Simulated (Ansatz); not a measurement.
The cell comes from COD entry 1539063, which wasn't checked; take it as a given geometry.

HfN: DFT, PBE, PAW with Ansatz's default frozen-core files, scalar-relativistic (Ansatz 0.2.0).

Command: `ansatz run input.yaml --threads 1 --pin off --max-ram 3072MiB --backend cpu --events-out ev --progress --plain --runs-dir out` The run took 9.2 s on 1 thread of Intel(R) Xeon(R) 6975P-C (Granite Rapids) (shared host), peak memory 0.44 GiB.

```yaml
crystal:
  lattice:
    - [0.0, 2.259, 2.259]
    - [2.259, 0.0, 2.259]
    - [2.259, 2.259, 0.0]
  atoms:
    - { symbol: Hf, position: [0.0, 0.0, 0.0] }
    - { symbol: "N", position: [0.5, 0.5, 0.5] }
kpoints:
  mp_grid: { grid: [10, 10, 10] }
  band_path:
    path:
      - [0.0, 0.0, 0.0]
      - [0.5, 0.0, 0.5]
      - [0.625, 0.25, 0.625]
      - [0.375, 0.375, 0.75]
      - [0.0, 0.0, 0.0]
      - [0.5, 0.5, 0.5]
      - [0.5, 0.25, 0.75]
      - [0.5, 0.0, 0.5]
    npoints: 14
scf:
  occupations: { method: fermi_dirac, width: 0.03 }
hamiltonian:
  xc: pbe
  pseudopotentials: { kind: paw }
output:
  forces: true
  stress: true
  eigenvalues: true
  efg: { contact_densities: true }
  populations: true
  bader: true
  dos: { projected: true, de: 0.2, e_range: [-14, 8] }
  write_density: true
  write_potential: true
  elf: true
  volumetric_format: npy
```

Output:

```
Hf: output.efg is read without spin–orbit coupling, which moves field gradients at and beside such atoms by some per cent and up to a factor of two; PAW files take it under magnetization.noncollinear and magnetization.spin_orbit
Engine: ansatz 0.2.0
Pseudopotentials: kind: paw
Pseudopotential: Hf, paw, valence charge 26, recommended cutoff 420 eV (normal)
Pseudopotential: N, paw, valence charge 5, recommended cutoff 420 eV (normal)
Functional definition: PBE
  parameter kappa = 0.804
  parameter beta = 0.06672455060314922
  exchange = pbe_x(kappa = kappa, mu = beta*pi^2/3)
  correlation = pbe_c(beta = beta)
Crystal: 2 atoms, lattice volume = 23.056 Å³
Basis set: ecut = 420 eV, 459 PW (Γ), exchange–correlation on 48×48×48 points (8 copies of the dense FFT grid, shifted against one another)
Bands: 20, of which v1, the nominal top of the filled ones, is band 16 counted from 1 (15 counted from 0)
Symmetry: 48 space group operations
Space group: Fm-3m (ITA 225), of the structure as read, at distance tolerance 2.8e-5 Å
k-points: 47 of 1000
Non-local potential: Hf, projectors of the file, l = 0: 3, l = 1: 2, l = 2: 2, l = 3: 3
Non-local potential: N, projectors of the file, l = 0: 2, l = 1: 2, l = 2: 1
PAW form: soft (Blöchl's): semilocal exchange-correlation on the pseudo side does not see the compensation charge
PAW one-centre angular grid: Hf, 590 points (default); XC on 64 Gauss nodes
PAW one-centre angular grid: N, 110 points (default); XC on 64 Gauss nodes
Initial density: superposition of atomic densities (neutral atoms: chi_scale 0, normalization atom), corrected by the library's trained network
Initial wavefunctions: pseudopotential atomic-orbital guess
Functional: x = pbe(κ = 0.804, μ = 0.2195149727645171), c = pbe(β = 0.06672455060314922)
SCF iter   1: F=—  HF=-16108.676567 eV  |F-HF|=—  |Δ(HF+E_count)|=         —  Δρ=5.13e-3  dr2=7.40e-3  ethr=1.77e-3  ⟨swp⟩=5.4  Hψ=3929  notcnv=0
preconditioner: auto → Kerker (q_TF=auto, 2.866 Å⁻¹)  [metal: Δε(μ)=0.058 eV  Ē_g=19.028 eV  σ=0.030 eV  W_gap=0.43  n_scr=14 (ndim 8)  ℏωp=41.6 eV  f_vac=0.000  D(μ)=0.91/eV (n_scr^D=8)]
SCF iter   2: F=—  HF=-16108.674667 eV  |F-HF|=—  |Δ(HF+E_count)|=   1.90e-3  Δρ=1.26e-3  dr2=3.34e-4  ethr=2.39e-5  ⟨swp⟩=2.1  Hψ=1628  notcnv=0  defer=12
SCF iter   3: F=—  HF=-16108.674549 eV  |F-HF|=—  |Δ(HF+E_count)|=   1.18e-4  Δρ=6.90e-4  dr2=6.89e-5  ethr=1.08e-6  ⟨swp⟩=2.1  Hψ=1390  notcnv=0  defer=12
SCF iter   4: F=—  HF=-16108.674535 eV  |F-HF|=—  |Δ(HF+E_count)|=   1.36e-5  Δρ=3.29e-4  dr2=1.05e-5  ethr=2.22e-7  ⟨swp⟩=2.0  Hψ=1662  notcnv=0  defer=12
SCF iter   5: F=—  HF=-16108.674526 eV  |F-HF|=—  |Δ(HF+E_count)|=   9.74e-6  Δρ=6.71e-5  dr2=4.96e-7  ethr=3.39e-8  ⟨swp⟩=3.1  Hψ=1949  notcnv=0  defer=12
SCF iter   6: F=-16108.674525 eV  HF=-16108.674525 eV  |F-HF|=8.16e-9  |Δ(HF+E_count)|=   2.01e-7  Δρ=8.92e-6  dr2=1.27e-8  ethr=3.23e-10  ⟨swp⟩=10.2  Hψ=7343  notcnv=0
SCF 1 converged in 6 iterations: F = -16108.674525 eV  dr2 = 1.27e-8
  Residual-converged pass: ⟨swp⟩=1.1  Hψ=1132  notcnv=0  max |occ|·‖R‖ = 7.0e-9 eV (tolerance 1.0e-8 eV)  dr2=1.27e-8  dr2_onsite=3.52e-8  max |Δocc| = 1.5e-10
  greatest PAW one-centre occupation: 0.998 electrons in one spin orbital (limit 2), on the Hf atom at site 0 (counted from 0), in its partial waves of l = 0
NSCF: frozen V_eff on 99 k-points
SCF converged after 6 iterations
Free energy (F): -16108.674525 eV
Harris-Foulkes:  -16108.674525 eV  (|F-HF|=8.16e-9)
Internal energy: -16108.671914 eV  (E = F + TS)
E sigma→0 (E₀):  -16108.673220 eV
Entropy (-TS):   -0.002612 eV (-1.306 meV/atom)
Fermi energy:    23.934689 eV
--- Per-component energies (eV) ---
  E_band       = 182.367262
  E_kinetic    = 557.343800
  E_local      = -4719.590425  (includes V_loc(G=0)·N_el)
  E_nonlocal   = -1198.396290
  E_hartree    = 2241.919577
  E_xc         = -361.849487
  E_vxc        = -345.124078  (∫ρ·V_xc dr)
  E_paw        = -7054.819885  (= ΣΔE_a)
  E_vpaw       = 1404.295402  (= ΣTr[D̂ρ^β])
  E_aug_tail   = 0.000096  (compensation charges beyond the density's cutoff)
  E_ewald      = -5573.279301
  E_smearing   = -0.002612  (= −TS)
  E_closure    = -0.000000  (closes the sum)
  Σ components = -16108.674525   (vs F -16108.674525, Δ=0.00e0)
--- Forces (eV/Å), atoms counted from 1 ---
  atom   1  Hf    -0.00000000     0.00000000     0.00000000
  atom   2  N      0.00000000    -0.00000000    -0.00000000
  max |Σ_I F_I| component: 1.26e-29 eV/Å
--- Stress (GPa, compression-positive) ---
        5.438672      -0.000000      -0.000000
       -0.000000       5.438672       0.000000
       -0.000000       0.000000       5.438672
  P = ⅓ Tr σ = 5.4387 GPa (54.387 kbar)
--- PAW observables at the nuclei: V_zz in 10²¹ V/m², potentials from the cell's mean, atoms counted from 1 ---
  atom   1  Hf V_zz =    -0.000000   η = 0.0000   by run symmetry: forbidden
            electrostatic potential = -14186.843331 V   contact ρ = 7528539.321712 e/Å³
  atom   2  N  V_zz =    -0.000000   η = 0.0000   by run symmetry: forbidden
            electrostatic potential = -528.210987 V   contact ρ = 1414.236910 e/Å³
--- Band table (eV; the first three rows and the last of 47) ---
  k-point 0: bands = ["-38.8421", "-7.2471", "-7.2471", "-7.2471", "6.3603", "11.2192", "11.2192", "11.2192", "11.2523", "11.3520", "11.3520", "11.3520", "20.9416", "20.9416", "20.9416", "23.5289", "23.5289", "23.5289", "25.6497", "25.8498"]
  k-point 1: bands = ["-38.8363", "-7.3476", "-7.2554", "-7.2554", "6.5827", "11.2218", "11.2276", "11.2276", "11.2573", "11.3450", "11.3450", "11.3523", "20.0127", "20.3838", "20.3838", "23.7693", "23.8591", "23.8591", "26.3513", "26.5887"]
  k-point 2: bands = ["-38.8210", "-7.6010", "-7.2770", "-7.2770", "7.1752", "11.2368", "11.2503", "11.2503", "11.2719", "11.3276", "11.3276", "11.3530", "18.3357", "19.3642", "19.3642", "24.1670", "24.6778", "24.6778", "27.7971", "28.2494"]
  k-point 46: bands = ["-38.7606", "-7.8778", "-7.7279", "-7.5902", "7.9485", "11.2706", "11.2794", "11.2837", "11.3049", "11.3067", "11.3301", "11.3626", "17.9525", "18.3532", "18.5145", "23.8629", "26.2010", "29.2669", "29.4197", "30.1691"]
--- Löwdin populations: 2 sites ---
  site symbol       q [e]
     0     Hf     25.2791
     1      N      5.6661
  spilling = 0.001770 (of n_electrons = 31.000000)
--- Bader charges: 2 sites ---
  site symbol  charge [e]  shift [e]
     0     Hf      1.9307     0.0024
     1      N     -1.9307     0.0024
  estimated error of the sums over rays = 5.5e-4 e
```

populations.tsv:

```
# site	symbol	l	j	q
# orbitals = lowdin
# n_electrons = 31.000000
# spilling = 0.001770
0	Hf	0_5S	-	1.950182
0	Hf	0_6S	-	0.436639
0	Hf	1_5P	-	5.981354
0	Hf	2_5D	-	2.917967
0	Hf	3_4F	-	13.992921
1	N	0_2S	-	1.447784
1	N	1_2P	-	4.218291
```

bader_charges.tsv:

```
# site	symbol	x_ang	y_ang	z_ang	partial_charge_e	electrons	volume_ang3	relative_density_drop	shared_charge_e	partial_wave_shift_e
# quadrature_error_electrons = 5.5e-4
0	Hf	0.0000	0.0000	0.0000	1.93065	70.06935	11.34	-	1.93065	0.00241
1	N	2.2590	2.2590	2.2590	-1.93066	8.93066	11.72	-	-1.93066	0.00241
```

Spin polarisation is left out, and whether a magnetic state lies lower isn't shown here.
